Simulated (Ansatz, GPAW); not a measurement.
# One calculation of Ta, 3 ways

```
Ta
1.0
     2.98399    0.00000    0.00000
     1.49200    2.58421    0.00000
     1.49200    0.86140    2.43642
Ta
1
Direct
  0.00000 0.00000 0.00000
```

This isn't the form of Ta at room conditions, which is bcc.

Alike in all runs: task single point; functional PBEsol; k mesh 11 × 11 × 11; occupations gaussian, width 0.05 eV; no spin polarisation; no spin-orbit coupling. Pressure is positive in compression and, in plane waves, holds the error of the finite cutoff, which Ansatz's Pulay term estimates and takes out.

```csv
program and potentials,plane-wave cutoff (eV),notes,pressure (GPa)
"Ansatz, Ansatz PAW",420,"potentials made for PBE, which Ansatz adapts in part; Pulay term of +0.06 GPa included",-5.64
"GPAW, PAW data sets generated for this functional",600,-,-5.47
"Ansatz, all-electron LAPW, scalar-relativistic",-,-,?
```

**Question.** Estimate from the other rows what the run with Ansatz, all-electron LAPW, scalar-relativistic gave.

**Answer.** Pressure -5.63 GPa. The other rows, which needn't bracket it: pressure -5.64 to -5.47.
